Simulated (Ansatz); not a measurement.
**Zr in Ansatz: the effect of target pressure**

The system is Zr.

```
CELL_PARAMETERS angstrom
3.23200 0.00000 0.00000
-1.61600 2.79899 0.00000
0.00000 0.00000 5.14700
ATOMIC_POSITIONS crystal
Zr 0.66667 0.33333 0.75000
Zr 0.33333 0.66667 0.25000
```

Alike in all runs:

| Item | Value |
| --- | --- |
| Program | Ansatz 0.2.0 |
| Task | relaxation of cell and atoms |
| Functional | r2SCAN |
| Potentials or basis | Ansatz PAW |
| Cutoff | 500 eV (not typed: the program's choice for these potentials) |
| k mesh | 9 × 9 × 5 |
| Occupations | fermi-dirac, width 0.05 eV |
| Spin | no spin polarisation |

Each run relaxes the cell or the atoms first.

| target pressure | relaxed volume (Å³/atom) |
| --- | --- |
| 0 GPa | 23.49 |
| 2 GPa | 23.02 |
| 5 GPa | 22.38 |
| 10 GPa | 21.46 |
| 20 GPa | 19.94 |
| 30 GPa | ? |

**Question.** What does the run with target pressure 30 GPa give?

**Answer.** Relaxed volume 18.72 Å³/atom.

Worked out: In Murnaghan's law V^(-B') rises as a straight line in P. The other rows fit best with B' = 2.6, V0 = 23.48 Å³/atom and B0 = 98 GPa, which gives 18.75 Å³/atom at 30 GPa, against the run's 18.72.

Caveats: the plane-wave basis is chosen anew once the cell has moved, so the energies of steps on either side of that aren't comparable; the PAW data sets come from PBE, with cores solved anew for the run's functional, which leaves a small shift of forces and pressure; the volume moved by over 15 % at a fixed basis, so the end points are rough (some runs).
